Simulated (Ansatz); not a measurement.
Mulliken charges of acetone from PBE/def2-TZVPP in Ansatz (PBE0-D4/def2-TZVP geometry).

```tsv
atom	x (Å)	y (Å)	z (Å)	charge (e)
C1	-0.763	0.844	-0.605	-0.216
C2	0.498	0.047	-0.401	0.128
C3	0.525	-0.866	0.797	-0.216
O4	1.435	0.135	-1.154	-0.237
H5	-1.637	0.187	-0.611	0.084
H6	-0.899	1.541	0.227	0.087
H7	-0.708	1.399	-1.540	0.098
H8	-0.234	-1.646	0.684	0.087
H9	1.507	-1.326	0.896	0.098
H10	0.276	-0.314	1.707	0.084
```

Problem. By hand: the dipole of these point charges (1 e Å = 4.8032 D).

Solution. Σ q r = (-0.360, -0.034, 0.289) e Å, of length 0.463 e Å = 2.22 D.

Problem. How does the dipole of the full density compare? (Best estimate.)

Solution. Computed: (-0.462, -0.043, 0.372) e Å, 2.86 D; the point charges give 0.78 times that, at 0° from its direction.

Point charges leave out the atoms' own dipoles, such as those of lone pairs, and Mulliken's split depends on the basis, so the two needn't agree.
